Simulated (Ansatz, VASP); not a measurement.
V in VASP and in Ansatz

The input POSCAR:

```
V
1.0
   -1.5342779432      1.5342779432      1.5342779432
    1.5342779432     -1.5342779432      1.5342779432
    1.5342779432      1.5342779432     -1.5342779432
V
1
Direct
    0.0000000000      0.0000000000      0.0000000000
```

File INCAR.step1:

```
SYSTEM = V
ALGO = Normal ; EDIFF = 1E-4
ENCUT = 520 ; GGA = PE
ISMEAR = -1 ; ISPIN = 2
LASPH = .True. ; LCHARG = .False.
LMAXMIX = 4 ; LREAL = .False.
LWAVE = .True. ; MAGMOM = 2
NBANDS = 16 ; NELM = 150
PREC = Accurate ; SIGMA = 0.05
```

INCAR.step2

```
SYSTEM = V
ALGO = Normal ; EDIFF = 1E-6
ENCUT = 520 ; ISIF = 2
ISMEAR = -1 ; ISPIN = 2
ISTART = 1 ; LASPH = .True.
LCHARG = .False. ; LMAXMIX = 4
LMIXTAU = .True. ; LORBIT = 11
LREAL = .False. ; LWAVE = .False.
MAGMOM = 2 ; METAGGA = R2SCAN
NBANDS = 16 ; NELM = 150
PREC = Accurate ; SIGMA = 0.05
```

The input KPOINTS:

```
k-points
0
Gamma
  12 12 12
  0 0 0
```

input.yaml

```yaml
crystal:
  lattice:
    - [-1.5342779432, 1.5342779432, 1.5342779432]
    - [1.5342779432, -1.5342779432, 1.5342779432]
    - [1.5342779432, 1.5342779432, -1.5342779432]
  atoms:
    - { symbol: V, position: [0.0, 0.0, 0.0], spin: 2.0 }
hamiltonian:
  xc: r2scan
  pseudopotentials: { kind: paw }
magnetization:
  spin_polarized: true
kpoints:
  mp_grid: { grid: [12, 12, 12] }
scf:
  occupations: { method: fermi_dirac, width: 0.05 }
output:
  forces: true
  stress: true
  eigenvalues: true
```

Alike in both runs: task single point; functional r2SCAN; k mesh 12 × 12 × 12; occupations fermi-dirac, width 0.05 eV; collinear spin.

|  | VASP | Ansatz |
| --- | --- | --- |
| version | VASP 6.6.1 | Ansatz 0.2.0 |
| potentials or method | VASP PAW PBE potentials, release 64 (V_sv) | Ansatz PAW |
| plane-wave cutoff (eV) | 520 | 500 |
| valence electrons in the cell | 13 | 13 |

Ansatz gave:

* gap on the k mesh at the Fermi level (eV): none
* pressure (GPa): -12.5
* net moment per atom (μB): 0.58
* size of the moment on the site where the two differ most (μB): 0.48

**Question.** Estimate VASP's values.

**Answer.** gap on the k mesh at the Fermi level (eV): none; pressure (GPa): -13.4; net moment per atom (μB): 0.00; size of the moment on the site where the two differ most (μB): 0.00.

The net moments differ so much that the two runs ended in different magnetic states, which moves the other rows too. Site moments also hang on the region over which each program counts them. A gap of «none» marks a metal or a gap that the smearing closes.

Caveats: the PAW data sets were made with another functional, which shifts forces and pressure a little (VASP); the magnetic or orbital state may not be the lowest (Ansatz); the PAW data sets come from PBE, with cores solved anew for the run's functional, which leaves a small shift of forces and pressure (Ansatz).
